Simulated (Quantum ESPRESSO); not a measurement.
# In2Se2, 1 layer, stepped through the field along the normal, part 3 of 4

What law, if any, do the results for In2Se2, 1 layer follow against the field along the normal?

Quantum ESPRESSO 7.5; plane-wave DFT, PBE, GBRV ultrasoft pseudopotentials.

So far. Step 2 (Relaxing cell and ions of the reference):  The last row is no step: it is a fresh SCF in the final cell with a new plane-wave basis, +1 meV from the row before.

**5. Bands along a path, 0 V/Å**

Bands along a path place the edges.

File m0.bands.in:

```
&control
  prefix = 'm0.bands'
  outdir = './out'
  pseudo_dir = './pseudo'
  calculation = 'bands'
  tefield = .true.
  dipfield = .true.
/
&system
  ibrav = 0
  nat = 4
  ntyp = 2
  ecutwfc = 40
  ecutrho = 200
  occupations = 'smearing'
  smearing = 'fd'
  degauss = 0.002
  edir = 3
  emaxpos = 0.97
  eopreg = 0.04
  eamp = 0.0
  nbnd = 25
/
&electrons
  conv_thr = 1e-07
  mixing_beta = 0.4
  electron_maxstep = 120
  mixing_mode = 'local-TF'
/
ATOMIC_SPECIES
  Se  78.9710  se_pbe_v1.uspp.F.UPF
  In  114.8180  in_pbe_v1.4.uspp.F.UPF
CELL_PARAMETERS angstrom
  4.02853133900000 0.00000000000000 0.00000000000000
  -2.01426566900000 3.48881047900000 0.00000000000000
  0.00000000000000 0.00000000000000 22.14290946400000
ATOMIC_POSITIONS crystal
  Se  0.333333333300 0.666666666700 0.378510643300
  In  0.000000000000 0.000000000000 0.436915790100
  In  0.000000000000 0.000000000000 0.563084209900
  Se  0.333333333300 0.666666666700 0.621489356700
K_POINTS crystal_b
4
  0.0000000000 0.0000000000 0.0000000000 10
  0.5000000000 0.0000000000 0.0000000000 10
  0.3333333333 0.3333333333 0.0000000000 10
  0.0000000000 0.0000000000 0.0000000000 1
```

Launch:

```
cp -r out/m0.scf.save out/m0.bands.save
cp out/m0.scf.xml out/m0.bands.xml
OMP_NUM_THREADS=1 mpirun -n 4 pw.x -nk 4 -in m0.bands.in > m0.bands.out
```

Log:

```text
[banner, memory and clock lines left out]
Program PWSCF v.7.5 starts

          URL

     Presently no symmetry can be used with electric field

     Atomic positions and unit cell read from directory:
     ./out/m0.bands.save/

     G-vector sticks info

     bravais-lattice index     =            0
     lattice parameter (alat)  =       7.6128  a.u.
     unit-cell volume          =    2100.1746 (a.u.)^3
     number of atoms/cell      =            4
     number of atomic types    =            2
     number of electrons       =        38.00
     number of Kohn-Sham states=           25
     kinetic-energy cutoff     =      40.0000  Ry
     charge density cutoff     =     200.0000  Ry
     Exchange-correlation=  SLA  PW   PBX  PBC
                           (   1   4   3   4   0   0   0)

     celldm(1)=   7.612821  celldm(2)=   0.000000  celldm(3)=   0.000000
     celldm(4)=   0.000000  celldm(5)=   0.000000  celldm(6)=   0.000000

     crystal axes: (cart. coord. in units of alat)
               a(1) = (   1.000000   0.000000   0.000000 )
               a(2) = (  -0.500000   0.866025   0.000000 )
               a(3) = (   0.000000   0.000000   5.496522 )

     reciprocal axes: (cart. coord. in units 2 pi/alat)
               b(1) = (  1.000000  0.577350 -0.000000 )
               b(2) = (  0.000000  1.154701  0.000000 )
               b(3) = (  0.000000 -0.000000  0.181933 )

     PseudoPot. # 1 for Se read from file:
     ./pseudo/se_pbe_v1.uspp.F.UPF
     Pseudo is Ultrasoft + core correction, Zval =  6.0
     Generated by new atomic code, or converted to UPF format
     Using radial grid of  877 points,  6 beta functions with:
                l(1) =   0
                l(2) =   0
                l(3) =   1
                l(4) =   1
                l(5) =   2
                l(6) =   2
     Q(r) pseudized with  8 coefficients,  rinner =    1.300   1.300   1.300
                                                       1.300   1.300

     PseudoPot. # 2 for In read from file:
     ./pseudo/in_pbe_v1.4.uspp.F.UPF
     Pseudo is Ultrasoft + core correction, Zval = 13.0
     Generated by new atomic code, or converted to UPF format
     Using radial grid of  889 points,  6 beta functions with:
                l(1) =   0
                l(2) =   0
                l(3) =   1
                l(4) =   1
                l(5) =   2
                l(6) =   2
     Q(r) pseudized with  6 coefficients,  rinner =    1.400   1.400   1.400
                                                       1.400   1.400

     atomic species   valence    mass     pseudopotential
     Se                6.00    78.97100     Se( 1.00)
     In               13.00   114.81800     In( 1.00)

     No symmetry found

   Cartesian axes

     site n.     atom                  positions (alat units)
         1        Se     tau(   1) = (   0.0000000   0.5773503   2.0804919  )
         2        In     tau(   2) = (   0.0000000   0.0000000   2.4015171  )
         3        In     tau(   3) = (   0.0000000   0.0000000   3.0950045  )
         4        Se     tau(   4) = (   0.0000000   0.5773503   3.4160297  )

     number of k points=    31  Fermi-Dirac smearing, width (Ry)=  0.0020
                       cart. coord. in units 2pi/alat
        k(    1) = (   0.0000000   0.0000000   0.0000000), wk =   0.0645161
        k(    2) = (   0.0500000   0.0288675   0.0000000), wk =   0.0645161
        k(    3) = (   0.1000000   0.0577350   0.0000000), wk =   0.0645161
        k(    4) = (   0.1500000   0.0866025   0.0000000), wk =   0.0645161
        k(    5) = (   0.2000000   0.1154701   0.0000000), wk =   0.0645161
        k(    6) = (   0.2500000   0.1443376   0.0000000), wk =   0.0645161
        k(    7) = (   0.3000000   0.1732051   0.0000000), wk =   0.0645161
        k(    8) = (   0.3500000   0.2020726   0.0000000), wk =   0.0645161
        k(    9) = (   0.4000000   0.2309401   0.0000000), wk =   0.0645161
        k(   10) = (   0.4500000   0.2598076   0.0000000), wk =   0.0645161
        k(   11) = (   0.5000000   0.2886751   0.0000000), wk =   0.0645161
        k(   12) = (   0.4833333   0.3175426   0.0000000), wk =   0.0645161
        k(   13) = (   0.4666667   0.3464102   0.0000000), wk =   0.0645161
        k(   14) = (   0.4500000   0.3752777   0.0000000), wk =   0.0645161
        k(   15) = (   0.4333333   0.4041452   0.0000000), wk =   0.0645161
        k(   16) = (   0.4166667   0.4330127   0.0000000), wk =   0.0645161
        k(   17) = (   0.4000000   0.4618802   0.0000000), wk =   0.0645161
        k(   18) = (   0.3833333   0.4907477   0.0000000), wk =   0.0645161
        k(   19) = (   0.3666667   0.5196152   0.0000000), wk =   0.0645161
        k(   20) = (   0.3500000   0.5484828   0.0000000), wk =   0.0645161
        k(   21) = (   0.3333333   0.5773503   0.0000000), wk =   0.0645161
        k(   22) = (   0.3000000   0.5196152   0.0000000), wk =   0.0645161
        k(   23) = (   0.2666667   0.4618802   0.0000000), wk =   0.0645161
        k(   24) = (   0.2333333   0.4041452   0.0000000), wk =   0.0645161
        k(   25) = (   0.2000000   0.3464102   0.0000000), wk =   0.0645161
        k(   26) = (   0.1666667   0.2886751   0.0000000), wk =   0.0645161
        k(   27) = (   0.1333333   0.2309401   0.0000000), wk =   0.0645161
        k(   28) = (   0.1000000   0.1732051   0.0000000), wk =   0.0645161
        k(   29) = (   0.0666667   0.1154701   0.0000000), wk =   0.0645161
        k(   30) = (   0.0333333   0.0577350   0.0000000), wk =   0.0645161
        k(   31) = (   0.0000000   0.0000000   0.0000000), wk =   0.0645161

     Dense  grid:   100449 G-vectors     FFT dimensions: (  36,  36, 192)

     Smooth grid:    71905 G-vectors     FFT dimensions: (  32,  32, 180)

     The potential is recalculated from file :
     ./out/m0.bands.save/charge-density

     negative rho (up, down):  3.924E-04 0.000E+00

     Adding external electric field

     Computed dipole along edir(3) :
        Dipole               -0.0000 Ry au,         -0.0000 Debye
        Dipole field         -0.0000 Ry au,

        Potential amp.        0.0000 Ry
        Total length         40.1703 bohr

     Starting wfcs are   26 randomized atomic wfcs

     Band Structure Calculation
     Davidson diagonalization with overlap

     ethr =  2.63E-10,  avg # of iterations = 52.5

     End of band structure calculation

          k = 0.0000 0.0000 0.0000 (  9007 PWs)   bands (ev):

   -15.6735 -15.4877 -15.4877 -15.4043 -15.4043 -15.3979 -15.3979 -15.2220
   -15.2220 -15.1916 -14.1687 -14.0365  -6.9999  -4.6872  -2.1133  -2.1133
    -2.0383  -2.0383  -1.7280  -0.0533   1.1665   3.4017   3.4017   3.8378
     3.9403

[...]
-15.6787 -15.5848 -15.5218 -15.4844 -15.4073 -15.3792 -15.3781 -15.2658
   -15.2251 -15.1183 -13.8085 -13.6940  -6.8449  -4.9674  -3.5857  -3.2292
    -2.5258  -2.4049  -1.6731   1.0063   1.6214   2.9491   3.4495   3.6491
     4.2786

          k = 0.2500 0.1443 0.0000 (  8969 PWs)   bands (ev):

   -15.6933 -15.6066 -15.5639 -15.4841 -15.4114 -15.3681 -15.3678 -15.2722
   -15.2262 -15.1016 -13.6439 -13.5372  -6.8204  -5.2445  -3.9558  -3.3635
    -2.6888  -2.5515  -1.7382   1.0932   1.2647   3.1937   3.1992   3.6845
     4.4994

          k = 0.3000 0.1732 0.0000 (  8959 PWs)   bands (ev):

   -15.7169 -15.6158 -15.6016 -15.4844 -15.4154 -15.3571 -15.3569 -15.2774
   -15.2272 -15.0871 -13.4732 -13.3750  -6.8489  -5.5808  -4.1958  -3.3789
    -2.8417  -2.6897  -1.8714   0.9840   1.0469   2.9969   3.2258   3.6865
     4.7682

          k = 0.3500 0.2021 0.0000 (  8965 PWs)   bands (ev):

   -15.7419 -15.6328 -15.6180 -15.4850 -15.4191 -15.3473 -15.3468 -15.2816
   -15.2282 -15.0753 -13.3118 -13.2222  -6.9363  -5.9098  -4.2866  -3.3304
    -2.9724  -2.8082  -2.0713   0.8069   0.9260   2.8270   3.1273   3.6671
     5.0411

          k = 0.4000 0.2309 0.0000 (  8958 PWs)   bands (ev):

   -15.7622 -15.6558 -15.6177 -15.4857 -15.4219 -15.3395 -15.3385 -15.2847
   -15.2288 -15.0664 -13.1771 -13.0954  -7.0528  -6.1800  -4.2573  -3.2627
    -3.0718  -2.8986  -2.3033   0.7176   0.7927   2.6901   3.0050   3.6411
     5.2654

          k = 0.4500 0.2598 0.0000 (  8968 PWs)   bands (ev):

   -15.7753 -15.6701 -15.6170 -15.4862 -15.4238 -15.3347 -15.3330 -15.2867
   -15.2292 -15.0609 -13.0868 -13.0108  -7.1493  -6.3565  -4.1779  -3.2079
    -3.1338  -2.9550  -2.5013   0.6827   0.6935   2.5995   2.9157   3.6207
     5.4134

          k = 0.5000 0.2887 0.0000 (  8986 PWs)   bands (ev):

   -15.7798 -15.6749 -15.6168 -15.4864 -15.4244 -15.3330 -15.3312 -15.2874
   -15.2292 -15.0591 -13.0549 -12.9810  -7.1862  -6.4178  -4.1358  -3.1870
    -3.1548  -2.9742  -2.5825   0.6572   0.6746   2.5678   2.8838   3.6130
     5.4686

          k = 0.4833 0.3175 0.0000 (  8986 PWs)   bands (ev):

   -15.7797 -15.6750 -15.6168 -15.4870 -15.4239 -15.3336 -15.3318 -15.2868
   -15.2296 -15.0590 -13.0516 -12.9779  -7.1824  -6.4134  -4.1363  -3.2096
    -3.1861  -2.9887  -2.5815   0.6905   0.7044   2.5971   2.9102   3.5415
     5.5120

          k = 0.4667 0.3464 0.0000 (  8968 PWs)   bands (ev):

   -15.7792 -15.6753 -15.6168 -15.4888 -15.4222 -15.3351 -15.3334 -15.2850
   -15.2306 -15.0589 -13.0419 -12.9688  -7.1712  -6.4006  -4.1406  -3.2911
    -3.2697  -3.0109  -2.5794   0.7809   0.7833   2.6848   2.9869   3.3662
     5.5815

          k = 0.4500 0.3753 0.0000 (  8968 PWs)   bands (ev):

   -15.7786 -15.6758 -15.6167 -15.4915 -15.4195 -15.3372 -15.3362 -15.2822
   -15.2323 -15.0586 -13.0264 -12.9545  -7.1536  -6.3803  -4.1577  -3.4364
    -3.3778  -3.0167  -2.5785   0.8846   0.9054   2.8280   3.0385   3.2294
     5.3469

          k = 0.4333 0.4041 0.0000 (  8970 PWs)   bands (ev):

   -15.7780 -15.6766 -15.6167 -15.4949 -15.4161 -15.3399 -15.3396 -15.2789
   -15.2346 -15.0583 -13.0064 -12.9359  -7.1311  -6.3542  -4.2030  -3.6207
    -3.4732  -3.0082  -2.5812   0.9766   1.0389   2.8607   3.0142   3.3873
     5.1285

          k = 0.4167 0.4330 0.0000 (  8964 PWs)   bands (ev):

   -15.7775 -15.6776 -15.6166 -15.4984 -15.4121 -15.3440 -15.3418 -15.2752
   -15.2375 -15.0579 -12.9833 -12.9144  -7.1059  -6.3247  -4.2877  -3.8171
    -3.5251  -2.9920  -2.5904   1.0339   1.1631   2.6729   3.2120   3.6465
     4.9742

          k = 0.4000 0.4619 0.0000 (  8958 PWs)   bands (ev):

   -15.7773 -15.6789 -15.6165 -15.5016 -15.4079 -15.3485 -15.3437 -15.2713
   -15.2407 -15.0573 -12.9591 -12.8919  -7.0806  -6.2951  -4.4019  -4.0044
    -3.5274  -2.9724  -2.6087   1.0456   1.2681   2.5339   3.3675   3.9467
     4.9401

          k = 0.3833 0.4907 0.0000 (  8968 PWs)   bands (ev):

   -15.7774 -15.6803 -15.6163 -15.5045 -15.4038 -15.3527 -15.3452 -15.2673
   -15.2443 -15.0568 -12.9359 -12.8703  -7.0585  -6.2692  -4.5206  -4.1660
    -3.4944  -2.9524  -2.6376   1.0196   1.3496   2.4491   3.4356   4.2513
     5.0639

          k = 0.3667 0.5196 0.0000 (  8956 PWs)   bands (ev):

   -15.7778 -15.6816 -15.6162 -15.5066 -15.4003 -15.3562 -15.3460 -15.2633
   -15.2480 -15.0562 -12.9163 -12.8520  -7.0421  -6.2504  -4.6202  -4.2892
    -3.4443  -2.9349  -2.6751   0.9767   1.4059   2.4074   3.4314   4.5137
     5.3150

          k = 0.3500 0.5485 0.0000 (  8906 PWs)   bands (ev):

   -15.7781 -15.6826 -15.6160 -15.5077 -15.3978 -15.3584 -15.3463 -15.2594
   -15.2516 -15.0558 -12.9026 -12.8394  -7.0330  -6.2406  -4.6853  -4.3653
    -3.3966  -2.9226  -2.7123   0.9400   1.4371   2.3923   3.4052   4.6853
     5.6112

          k = 0.3333 0.5774 0.0000 (  8886 PWs)   bands (ev):

   -15.7783 -15.6830 -15.6157 -15.5082 -15.3970 -15.3592 -15.3464 -15.2563
   -15.2545 -15.0556 -12.8975 -12.8346  -7.0305  -6.2383  -4.7078  -4.3905
    -3.3749  -2.9180  -2.7302   0.9256   1.4463   2.3896   3.3925   4.7407
     5.8013

          k = 0.3000 0.5196 0.0000 (  8942 PWs)   bands (ev):

   -15.7768 -15.6807 -15.6163 -15.5067 -15.3996 -15.3571 -15.3465 -15.2626
   -15.2484 -15.0566 -12.9218 -12.8572  -7.0315  -6.2325  -4.6205  -4.2993
    -3.4784  -2.9398  -2.6380   0.9874   1.4257   2.3885   3.4475   4.5931
     5.4296

          k = 0.2667 0.4619 0.0000 (  8978 PWs)   bands (ev):

   -15.7700 -15.6720 -15.6173 -15.5028 -15.4042 -15.3543 -15.3474 -15.2684
   -15.2425 -15.0599 -13.0006 -12.9306  -7.0094  -6.1732  -4.3829  -4.0643
    -3.7083  -3.0081  -2.4200   1.1509   1.4046   2.3831   3.5757   4.3223
     4.9410

          k = 0.2333 0.4041 0.0000 (  8946 PWs)   bands (ev):

   -15.7558 -15.6546 -15.6184 -15.4978 -15.4077 -15.3540 -15.3502 -15.2722
   -15.2373 -15.0662 -13.1337 -13.0550  -6.9470  -6.0178  -4.0461  -3.9238
    -3.7417  -3.1122  -2.1727   1.3498   1.4116   2.4165   3.7039   4.0506
     4.4842

          k = 0.2000 0.3464 0.0000 (  8968 PWs)   bands (ev):

   -15.7340 -15.6277 -15.6188 -15.4927 -15.4095 -15.3579 -15.3560 -15.2737
   -15.2331 -15.0764 -13.3089 -13.2198  -6.8664  -5.7613  -4.0481  -3.6373
    -3.3806  -3.2202  -1.9500   1.4244   1.5195   2.5455   3.7472   3.7962
     4.1901

          k = 0.1667 0.2887 0.0000 (  8987 PWs)   bands (ev):

   -15.7075 -15.6151 -15.5912 -15.4887 -15.4092 -15.3653 -15.3645 -15.2723
   -15.2297 -15.0904 -13.5068 -13.4071  -6.8140  -5.4340  -3.9886  -3.3042
    -3.2233  -3.0025  -1.7845   1.3856   1.6793   2.7088   3.5771   3.6394
     4.2018

          k = 0.1333 0.2309 0.0000 (  8999 PWs)   bands (ev):

   -15.6851 -15.5998 -15.5468 -15.4862 -15.4072 -15.3749 -15.3747 -15.2682
   -15.2270 -15.1077 -13.7067 -13.5971  -6.8192  -5.1027  -3.7300  -3.2734
    -2.8378  -2.6673  -1.6891   1.2337   1.9093   2.6648   3.5060   3.6020
     4.3445

          k = 0.1000 0.1732 0.0000 (  8999 PWs)   bands (ev):

   -15.6748 -15.5680 -15.4981 -15.4854 -15.4042 -15.3858 -15.3840 -15.2611
   -15.2248 -15.1281 -13.8893 -13.7711  -6.8699  -4.8573  -3.3070  -3.0656
    -2.5193  -2.3916  -1.6555   0.9453   2.2324   2.3466   3.5460   3.7343
     4.2156

          k = 0.0667 0.1155 0.0000 (  8997 PWs)   bands (ev):

   -15.6727 -15.5299 -15.4861 -15.4515 -15.4011 -15.3953 -15.3915 -15.2504
   -15.2233 -15.1510 -14.0372 -13.9118  -6.9335  -4.7361  -2.7997  -2.6799
    -2.2907  -2.1934  -1.6632   0.5519   1.8253   2.7213   3.5129   3.9313
     4.0148

          k = 0.0333 0.0577 0.0000 (  9023 PWs)   bands (ev):

   -15.6732 -15.4994 -15.4872 -15.4171 -15.4019 -15.3989 -15.3963 -15.2350
   -15.2224 -15.1754 -14.1346 -14.0042  -6.9820  -4.6954  -2.3324  -2.2504
    -2.1569  -2.0765  -1.6956   0.1464   1.3675   3.1771   3.4364   3.8915
     3.9615

          k = 0.0000 0.0000 0.0000 (  9007 PWs)   bands (ev):

   -15.6735 -15.4877 -15.4877 -15.4043 -15.4043 -15.3979 -15.3979 -15.2220
   -15.2220 -15.1916 -14.1687 -14.0365  -6.9999  -4.6872  -2.1133  -2.1133
    -2.0383  -2.0383  -1.7280  -0.0533   1.1665   3.4017   3.4017   3.8378
     3.9403

     XML data file, pseudopotentials, collected wavefunctions

                                        0.00s GPU  (     516 calls)
```

Run time: 29 s. Hardware: 4 MPI ranks of Intel Xeon Platinum 8375C at 2.90GHz (Ice Lake), shared host; peak memory 0.45 GiB.

This step gave:

```
valence top, on the run's zero       : -1.655 eV
conduction bottom, on the run's zero : -0.05325 eV
gap by band count                    : 1.602 eV
```

Band numbers count within the set of bands kept for display. The electronic bands at the labelled points (eV, zero at the highest filled level of the SCF mesh; v1 is the highest filled band, c1 the lowest empty one):

```tsv
point	v4	v3	v2	v1	c1	c2	c3	c4
Γ	-0.45	-0.38	-0.38	-0.07	1.61	2.82	5.06	5.06
halfway	-1.71	-1.03	-0.89	-0.08	2.75	2.92	4.85	4.86
M	-1.53	-1.50	-1.32	-0.92	2.32	2.33	4.23	4.54
halfway	-2.16	-1.87	-1.33	-0.93	2.69	2.82	4.33	4.87
K	-2.73	-1.72	-1.26	-1.07	2.58	3.10	4.05	5.05
halfway	-1.65	-1.56	-1.34	-0.13	3.04	3.34	4.37	5.24
Γ	-0.45	-0.38	-0.38	-0.07	1.61	2.82	5.06	5.06
```

Along this path the valence top lies between K and Γ and the conduction bottom at Γ.

**6. Self-consistent run, 0.05 V/Å**

File m1.scf.in:

```
&control
  prefix = 'm1.scf'
  outdir = './out'
  pseudo_dir = './pseudo'
  calculation = 'scf'
  tprnfor = .true.
  tefield = .true.
  dipfield = .true.
/
&system
  ibrav = 0
  nat = 4
  ntyp = 2
  ecutwfc = 40
  ecutrho = 200
  occupations = 'smearing'
  smearing = 'fd'
  degauss = 0.002
  edir = 3
  emaxpos = 0.97
  eopreg = 0.04
  eamp = 0.00097235
  nbnd = 25
/
&electrons
  conv_thr = 1e-09
  mixing_beta = 0.4
  electron_maxstep = 120
  mixing_mode = 'plain'
  startingpot = 'file'
/
ATOMIC_SPECIES
  Se  78.9710  se_pbe_v1.uspp.F.UPF
  In  114.8180  in_pbe_v1.4.uspp.F.UPF
CELL_PARAMETERS angstrom
  4.02853133900000 0.00000000000000 0.00000000000000
  -2.01426566900000 3.48881047900000 0.00000000000000
  0.00000000000000 0.00000000000000 22.14290946400000
ATOMIC_POSITIONS crystal
  Se  0.333333333300 0.666666666700 0.378510643300
  In  0.000000000000 0.000000000000 0.436915790100
  In  0.000000000000 0.000000000000 0.563084209900
  Se  0.333333333300 0.666666666700 0.621489356700
K_POINTS automatic
  6 6 1 0 0 0
```

Launch:

```
cp -r out/m0.scf.save out/m1.scf.save
OMP_NUM_THREADS=1 mpirun -n 4 pw.x -nk 2 -in m1.scf.in > m1.scf.out
```

Log:

```text
[banner, memory and clock lines left out]
Program PWSCF v.7.5 starts
[...]
number of electrons       =        38.00
     number of Kohn-Sham states=           25
     kinetic-energy cutoff     =      40.0000  Ry
     charge density cutoff     =     200.0000  Ry
[...]
number of k points=    20  Fermi-Dirac smearing, width (Ry)=  0.0020
[...]
Dense  grid:   100449 G-vectors     FFT dimensions: (  36,  36, 192)
[...]
The initial density is read from file :
[...]
negative rho (up, down):  3.924E-04 0.000E+00
[...]
Starting wfcs are   26 randomized atomic wfcs
[...]
negative rho (up, down):  3.921E-04 0.000E+00
[...]
estimated scf accuracy    <       0.00403716 Ry
[...]
negative rho (up, down):  3.921E-04 0.000E+00
[...]
estimated scf accuracy    <       0.03536850 Ry
[...]
negative rho (up, down):  3.922E-04 0.000E+00
[...]
estimated scf accuracy    <       0.00000243 Ry
[...]
negative rho (up, down):  3.922E-04 0.000E+00
[...]
estimated scf accuracy    <       0.00000076 Ry
[...]
negative rho (up, down):  3.923E-04 0.000E+00
[...]
estimated scf accuracy    <       0.00000014 Ry
[...]
negative rho (up, down):  3.923E-04 0.000E+00
[...]
estimated scf accuracy    <       0.00000004 Ry
[...]
negative rho (up, down):  3.923E-04 0.000E+00
[...]
estimated scf accuracy    <          2.9E-09 Ry
[...]
negative rho (up, down):  3.923E-04 0.000E+00
[...]
Computed dipole along edir(3) :
        Dipole                0.0534 Ry au,          0.1357 Debye
        Dipole field          0.0003 Ry au,
        E field amplitude [Ha a.u.]:  9.7235E-04
        Potential amp.        0.0525 Ry
        Total length         40.1703 bohr
[...]
the Fermi energy is    -0.8339 ev
!    total energy              =    -354.30872938 Ry
     estimated scf accuracy    <          3.9E-10 Ry
     smearing contrib. (-TS)   =      -0.00000000 Ry
     internal energy E=F+TS    =    -354.30872938 Ry
[...]
one-electron contribution =   -1317.61079743 Ry
     hartree contribution      =     673.40616086 Ry
     xc contribution           =    -134.97095203 Ry
     ewald contribution        =     424.86694598 Ry
     electric field correction =      -0.00008677 Ry
     convergence has been achieved in   8 iterations
     negative rho (up, down):  3.923E-04 0.000E+00
[...]
Total force =     0.005194     Total SCF correction =     0.000125
[...]
```

The job ended after 18 s (4 MPI ranks; peak memory 0.48 GiB).

Numbers from this step:

| Property | Result |
| --- | --- |
| free energy | -4820.6158 eV |
| Fermi energy | -0.8339 eV |
| dipole along the normal | 0.02825 e·Å |
| valence top, on the run's zero | -1.651 eV |
| conduction bottom, on the run's zero | -0.04599 eV |
| gap by band count | 1.605 eV |

(Part 3 of 4 ends here.)

[Logs are printed without paths, hosts, clocks, repeated set-up lines and the standing remarks that a program may print on its own settings, such as how far it seeks lower states.]

[Hosts, paths, dates, database ids (printed as entryN), source tags and the programs' standing remarks are cut or masked in the printed files.]

[Maps of the electrostatic potential energy from Ansatz leave out the sawtooth potential of an applied field or a dipole correction, so their vacuum need not be flat; planar profiles and work functions include it.]
